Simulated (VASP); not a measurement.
Here is a VASP 6.6.1 calculation.

The input INCAR:

```
SYSTEM = BaS
ALGO = Fast
EDIFF = 1E-6
ENCUT = 520
GGA = PS
ISIF = 2
ISMEAR = 0
LASPH = .True.
LCHARG = .False.
LREAL = .False.
LWAVE = .False.
NBANDS = 15
NELM = 100
PREC = Accurate
SIGMA = 0.05
```

Contents of KPOINTS:

```
k-points
0
Gamma
  8 8 8
  0 0 0
```

File POSCAR:

```
BaS
1.0
    0.0000000000      3.1663007200      2.9763226768
    3.1663007200      0.0000000000      2.9763226768
    3.1663007200      3.1663007200      0.0000000000
Ba S
1 1
Direct
    0.0000000000      0.0000000000      0.0000000000
    0.5000000000      0.5000000000      0.5000000000
```

Potentials or basis: VASP PAW PBE potentials, release 64 (Ba_sv, S).

Run with:

```sh
$ cat potpaw_PBE.64/Ba_sv/POTCAR potpaw_PBE.64/S/POTCAR > POTCAR
$ mpirun -np 1 vasp_std > vasp.out
```

(1) Predict the band gap on the k mesh.

(2) Predict the pressure.

Answers

(1) 1.53 eV, indirect (least direct gap 1.65 eV).

(2) 4.8 GPa.

Caveat: the PAW data sets were made with another functional, which shifts forces and pressure a little; spin-orbit coupling is left out, which moves the levels of the heavy elements.
